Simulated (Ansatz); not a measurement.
# In across functionals

```
In
1.0
     0.00000    2.39561    2.39561
     2.39561    0.00000    2.39561
     2.39561    2.39561    0.00000
In
1
Cartesian
  0.0000 0.0000 0.0000
```

The structure comes from a relaxation in the same program, started in the fcc type, and has space group Fm-3m. Whether it is a known phase or the ground state wasn't checked.

Spin–orbit coupling is left out, though it moves levels of the heavy atoms by tenths of an eV or more.

One fixed cell is solved with several functionals by PAW (frozen-core files) in Ansatz 0.2.0, scalar-relativistically. A positive pressure means that the functional wants a larger cell.

The PAW files were made with PBE; their cores are remade for each functional.

Sampling and basis: a Γ-centred 15×15×15 k mesh, Fermi–Dirac smearing of 0.05 eV, cutoff 420 eV, no spin polarisation.

Cutoffs: PBE 420 eV, LDA 420 eV, PBEsol 420 eV, r²SCAN 500 eV.

```json
{"setting": "PBE", "P (GPa)": "0.00", "lowest level at Γ above −25 eV, from the valence-band top or, without a gap, the Fermi level (eV)": "-14.55"}
{"setting": "LDA", "P (GPa)": "-4.09", "lowest level at Γ above −25 eV, from the valence-band top or, without a gap, the Fermi level (eV)": "-14.42"}
{"setting": "PBEsol", "P (GPa)": "-2.68", "lowest level at Γ above −25 eV, from the valence-band top or, without a gap, the Fermi level (eV)": "-14.46"}
{"setting": "r²SCAN", "P (GPa)": "-1.73", "lowest level at Γ above −25 eV, from the valence-band top or, without a gap, the Fermi level (eV)": "-15.20"}
```
